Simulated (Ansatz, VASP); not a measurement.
# SiNi3 in VASP and in Ansatz

File INCAR:

```
PREC = Accurate
ENCUT = 520
EDIFF = 1E-7
ISMEAR = 0
SIGMA = 0.1
LREAL = False
LASPH = True
NELM = 100
ALGO = Normal
ISIF = 2
LWAVE = False
LCHARG = False
GGA = PE
NBANDS = 25
```

File KPOINTS:

```
Automatic mesh
0
Gamma
  12 12 12
```

File POSCAR:

```
SiNi3
1.0
    3.4708482770      0.0000000000      0.0000000000
    0.0000000000      3.4708482770      0.0000000000
    0.0000000000      0.0000000000      3.4708482770
Si Ni
1 3
Direct
    0.0000000000      0.0000000000      0.0000000000
    0.0000000000      0.5000000000      0.5000000000
    0.5000000000      0.0000000000      0.5000000000
    0.5000000000      0.5000000000      0.0000000000
```

Input for Ansatz:

```yaml
crystal:
  lattice:
    - [3.4708482761, 0.0, 0.0]
    - [0.0, 3.4708482761, 0.0]
    - [0.0, 0.0, 3.4708482761]
  atoms:
    - { symbol: Si, position: [0.0, 0.0, 0.0] }
    - { symbol: Ni, position: [0.0, 0.5, 0.5] }
    - { symbol: Ni, position: [0.5, 0.0, 0.5] }
    - { symbol: Ni, position: [0.5, 0.5, 0.0] }
basis:
  ecutwfc: 420
kpoints:
  mp_grid: { grid: [12, 12, 12] }
hamiltonian:
  xc: pbe
scf:
  occupations: { method: gaussian, width: 0.1 }
output:
  forces: true
  stress: true
  eigenvalues: true
```

Alike in both runs: task single point; functional PBE; k mesh 12 × 12 × 12; occupations gaussian, width 0.1 eV; no spin polarisation.

```csv
,VASP,Ansatz
version,VASP 6.6.1,Ansatz 0.2.0
potentials or method,"VASP PAW PBE potentials, release 64 (Si, Ni)","scalar-relativistic, plane waves, PAW"
plane-wave cutoff (eV),520,420
valence electrons in the cell,34,58
```

```tsv
	VASP	Ansatz	Ansatz less VASP
gap on the k mesh at the Fermi level (eV)	none	none	-
pressure (GPa)	7.0	7.0	+0.05
```

A gap of «none» marks a metal or a gap that the smearing closes. The two sets of potentials don't hold the same shells in valence.

Spin polarisation is off, so any magnetic state and its effect on volume and gap are missing.
